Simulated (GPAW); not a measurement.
# TiSe (P4/nmm) in GPAW: single point with PBEsol

Aim: the single point of TiSe with PBEsol.

All numbers are computed with GPAW 26.7.0; they aren't measurements. Logs are shortened: lines on timing, memory, paths and dates and some standing lists are left out, and cuts for length are marked. The log counts tension as positive stress, the text compression.

### Step 1. The structure

Symmetry: P4/nmm, No. 129, tetragonal system. The conventional cell has a = 4.178 Å, b = 4.178 Å, c = 5.984 Å, α = 90.00°, β = 90.00°, γ = 90.00°. Se (site symmetry 4mm) is surrounded by 4 Ti at 2.53 Å. Around Ti (site symmetry -4m2) lie 4 Se at 2.53 Å.

The cell comes from a database or a generator and needn't be the stable form of this composition.

### Step 2. Single point, PBEsol

Contents of run.py:

```python
from ase import Atoms
from ase.dft.bandgap import bandgap
from ase.io import write
from ase.units import GPa
from gpaw import GPAW, PW, setup_paths

setup_paths.insert(0, '.')

atoms = Atoms(['Se', 'Se', 'Ti', 'Ti'],
              cell=[[4.178357, 0.0, 0.0],
                    [0.0, 4.178357, 0.0],
                    [0.0, 0.0, 5.984423]],
              scaled_positions=[[0.0, 0.5, 0.760556],
                                [0.5, 0.0, 0.239444],
                                [0.0, 0.0, 0.0],
                                [0.5, 0.5, 0.0]],
              pbc=True)

calc = GPAW(mode=PW(450),
            xc='PBEsol',
            kpts={'size': (5, 5, 4), 'gamma': True},
            occupations={'name': 'fermi-dirac', 'width': 0.05},
            nbands=34,
            maxiter=120,
            txt='gpaw.txt')
atoms.calc = calc
energy = atoms.get_potential_energy()
forces = atoms.get_forces()
stress = atoms.get_stress()
calc.write('gs.gpw')
write('result.traj', atoms)
print(f'Energy: {energy:.6f} eV')
print('Forces (eV/A):')
print(forces.round(4))
print('Stress (GPa):', (stress / GPa).round(3))
print('Fermi level:', round(calc.get_fermi_level(), 4), 'eV')
print(f'Gap: {bandgap(calc)[0]:.4f} eV, direct: {bandgap(calc, direct=True)[0]:.4f} eV')
```

Potentials or basis: PAW data sets generated in the run's folder for this functional, pw.

Launch:

```
gpaw-setup -f PBEsol Se Ti
OMP_NUM_THREADS=1 python run.py
```

gpaw.txt:

```text
__  _  _
 | _ |_)|_||  |
 |__||  | ||/\| - 26.7.0

Input parameters:
  mode=PW(ecut=450.00000000000006),
  kpts=MonkhorstPack(size=(5, 5, 4), gamma=True),
  maxiter=120,
  nbands=34,
  occupations=Occupations(name='fermi-dirac', width=0.05),
  xc=XC(name='PBEsol')

Diagonalizing LCAO Hamiltonian
Converting LCAO to pw mode
    .---------.
   /|         |
  / |         |
 * Se         |
 |  |         |
 |  |         |
 |  |         |
 |  .---------.
 | /  SeTi   /
 |/         /
 Ti--------*

Atoms  # Å, Bohr magnetons
|   | symbol |        x |        y |        z |    initial magnetic moments |
|---|--------|----------|----------|----------|-----------------------------|
| 0 |     Se | 0.000000 | 2.089179 | 4.551489 | ( 0.0000,  0.0000,  0.0000) |
| 1 |     Se | 2.089179 | 0.000000 | 1.432934 | ( 0.0000,  0.0000,  0.0000) |
| 2 |     Ti | 0.000000 | 0.000000 | 0.000000 | ( 0.0000,  0.0000,  0.0000) |
| 3 |     Ti | 2.089179 | 2.089179 | 0.000000 | ( 0.0000,  0.0000,  0.0000) |

Unit cell  # Å
| periodic |        x |        y |        z |  lengths |    angles |
|----------|----------|----------|----------|----------|-----------|
|      yes | 4.178357 | 0.000000 | 0.000000 | 4.178357 | 90.000000 |
|      yes | 0.000000 | 4.178357 | 0.000000 | 4.178357 | 90.000000 |
|      yes | 0.000000 | 0.000000 | 5.984423 | 5.984423 | 90.000000 |

Number of symmetries: 8
Symmetry operations  # r_c * U_cc + t_c -> r_c
|   | kind |            matrix            |
|---|------|------------------------------|
| 0 |  E   |  1, 0, 0,  0, 1, 0,  0, 0, 1 |
| 1 |  σ   |  1, 0, 0,  0,-1, 0,  0, 0, 1 |
| 2 |  C2  |  0, 1, 0,  1, 0, 0,  0, 0,-1 |
| 3 |  S4  |  0, 1, 0, -1, 0, 0,  0, 0,-1 |
| 4 |  S4  |  0,-1, 0,  1, 0, 0,  0, 0,-1 |
| 5 |  C2  |  0,-1, 0, -1, 0, 0,  0, 0,-1 |
| 6 |  σ   | -1, 0, 0,  0, 1, 0,  0, 0, 1 |
| 7 |  C2  | -1, 0, 0,  0,-1, 0,  0, 0, 1 |

BZ-sampling:
  Number of BZ points: 100
  Number of IBZ points: 18

  Monkhorst-Pack size: [5, 5, 4]
  Monkhorst-Pack shift: [0.0, 0.0, 0.125]

K-points  # in reciprocal-cell coordinates
|     |                                coordinates |     weight |
|-----|--------------------------------------------|------------|
|   0 | (  0.00000000,   0.00000000,   0.00000000) | 0.01000000 |
|   1 | (  0.00000000,   0.00000000,   0.25000000) | 0.02000000 |
|   2 | (  0.00000000,   0.00000000,   0.50000000) | 0.01000000 |
|   3 | (  0.20000000,   0.00000000,   0.00000000) | 0.04000000 |
|   4 | (  0.20000000,   0.00000000,   0.25000000) | 0.08000000 |
|   5 | (  0.20000000,   0.00000000,   0.50000000) | 0.04000000 |
|   6 | (  0.20000000,   0.20000000,   0.00000000) | 0.04000000 |
|   7 | (  0.20000000,   0.20000000,   0.25000000) | 0.08000000 |
|   8 | (  0.20000000,   0.20000000,   0.50000000) | 0.04000000 |
|   9 | (  0.40000000,   0.00000000,   0.00000000) | 0.04000000 |
| ... |                                            |            |
|  17 | (  0.40000000,   0.40000000,   0.50000000) | 0.04000000 |

Plane wave coefficients: 2279
Cutoff: 450.00000000000006 eV

Spin-components: 1 (collinear spins)
Bands:           34
Projectors:      22
Spin-degeneracy: 2
Datatype:        complex128

Parallelization:
  kpt:    1
  domain: 1
  band:   1

Density:
  Valence electrons: 36.0
  Components: 1
  Grid points: [21 21 30]
  Charge: 0.0  # |e|

Potential:
  Grid points: [21 21 30]

species:
  Se:
    name:    Selenium
    Z:       34.0
    valence: 6
    core:    28
    charge:  0.0  # [|e|]
    compensation charges:
      type: gauss
      rc: 0.27  # [Å]
      lmax: 2
    cutoffs:
      filter: 1.77  # [Å]
      core: 2.67  # [Å]
    projectors
    | kind |    occ | energy [eV] | rcut [Å] |
    |------|--------|-------------|----------|
    |   4s |  2.000 |     -17.281 |    0.847 |
    |   4p |  4.000 |      -6.511 |    1.005 |
    |    s |        |       9.930 |    0.847 |
    |    p |        |      20.700 |    1.005 |
    |    d |        |       0.000 |    0.847 |

    Using partial waves for Se as LCAO basis

  Ti:
    name:    Titanium
    Z:       22.0
    valence: 12
    core:    10
    charge:  0.0  # [|e|]
    compensation charges:
      type: gauss
      rc: 0.38  # [Å]
      lmax: 2
    cutoffs:
      filter: 2.23  # [Å]
      core: 1.02  # [Å]
    projectors
    | kind |    occ | energy [eV] | rcut [Å] |
    |------|--------|-------------|----------|
    |   3s |  2.000 |     -62.441 |    1.270 |
    |   4s |  2.000 |      -4.477 |    1.270 |
    |   3p |  6.000 |     -38.776 |    1.058 |
    |   4p |  0.000 |      -1.449 |    1.058 |
    |   3d |  2.000 |      -4.275 |    1.058 |
    |    d |        |      22.937 |    1.058 |

    Using partial waves for Ti as LCAO basis

Reference energy: -178512.158506  # eV

eigensolver:
  PPCG
  Converge bands: occupied
  niter=2

density mixing:
  MSR1-Mixer
  Pratt-step length: 0.05
  Maximum mixing coefficient: 0.75
  Old densities: 10
  SVD Regularization: 0.005
  Good broyden scale: 1.0
  Trust region scale: 1.0
  Backstep threshold: 4.0
  History deletion threshold: 6.0
  Fourier metric: weight=20.0, sigma=0.015

occupation numbers:
  Fermi-Dirac:
    width: 0.0500  # eV

poisson solver:
  ecut: 3600.0000000000005  # eV

xc functional:
  name: PBEsol with 2 nearest neighbor stencil

convergence criteria:
- Maximum [total energy] change in last 3 cyles: 0.0005 eV / valence electron
- Maximum integral of absolute [dens]ity change: 0.0001 electrons / valence electron
- Maximum integral of absolute [eigenst]ate change: 4e-08 eV^2 / valence electron
maximum number of iterations: 120

SCF iterations
|iter     | |      energy | eigst |  dens |
|---------|-|-------------|-------|-------|
|iter:   1| |  -25.933900 | +0.13 |       |
|iter:   2| |  -25.801809 | -1.97 | -1.17 |
|iter:   3| |  -25.467607 | -1.21 | -1.21 |
|iter:   4| |  -25.233531 | -1.79 | -1.46 |
|iter:   5| |  -25.201921 | -2.90 | -1.83 |
|iter:   6| |  -25.221182 | -3.27 | -2.08 |
|iter:   7| |  -25.202350 | -3.58 | -2.00 |
|iter:   8| |  -25.202411 | -4.98 | -2.81 |
|iter:   9| |  -25.202486c| -5.27 | -3.08 |
|iter:  10| |  -25.202501c| -6.39 | -3.74 |
|iter:  11| |  -25.202503c| -7.49c| -4.39c|

Converged in 11 steps
Energy contributions relative to reference atoms: (reference = -178512.158506)

Energy contributions:
  Kinetic:          27.531244
  Coulomb:         -27.371730
  Zero:             -0.236764
  External:          0.000000
  Xc:              -25.112032
  Entropy:          -0.026440
  Spinorbit:         0.000000
  ----------------------------
  Free energy:     -25.215723
  Extrapolated:    -25.202503

dipole moment: (-28.661157, -28.661157, -38.037318)  # |e|*Ang

Fermi level: 5.019
Eigenvalues  # (at kpt = [0.000, 0.000, 0.000])
| band index |      eig [eV] | occ [0-2] |
|------------|---------------|-----------|
|          0 |       -52.008 |     2.000 |
|        ... |               |           |
|          9 |        -8.449 |     2.000 |
|         10 |        -0.064 |     2.000 |
|         11 |         1.079 |     2.000 |
|         12 |         1.141 |     2.000 |
|         13 |         1.141 |     2.000 |
|         14 |         1.615 |     2.000 |
[... 8 lines left out ...]
|         23 |         7.126 |     0.000 |
|         24 |         8.041 |     0.000 |
|        ... |               |           |
|         33 |        16.103 |     0.000 |

No gap
No difference between direct/indirect transitions

Forces  # eV/Ang
|       x |       y |        z |
|---------|---------|----------|
| 0.00000 | 0.00000 |  0.30187 |  # Se   0
| 0.00000 | 0.00000 | -0.30187 |  # Se   1
| 0.00000 | 0.00000 |  0.00000 |  # Ti   2
| 0.00000 | 0.00000 |  0.00000 |  # Ti   3

Stress tensor  # eV/Ang^3
|         x |        y |         z |
|-----------|----------|-----------|
|  0.020450 | 0.000000 | -0.000000 |
|  0.000000 | 0.020450 |  0.000000 |
| -0.000000 | 0.000000 |  0.015194 |

# Writing to gs.gpw (mode='')
```

It took 44 s on 1 thread of AMD EPYC 7R43 (Zen 3), shared host; peak memory 0.17 GiB.

Results:

| Quantity | Value |
| --- | --- |
| Free energy | -25.2157 eV |
| Pressure | -3.0 GPa |
| Largest force | 0.302 eV/Å |
| Band gap on the k mesh | none (metal or under the smearing width) |

Forces on the atoms (eV/Å):
```
Se   0.000  0.000  0.302
Se   0.000  0.000 -0.302
Ti   0.000  0.000  0.000
Ti   0.000  0.000  0.000
```

Caveat: the cutoff is short for stress and forces, so pressures can be off by a GPa or more; this functional lacks dispersion, which binds the layers, so the pressure and a relaxed spacing across them are unreliable.
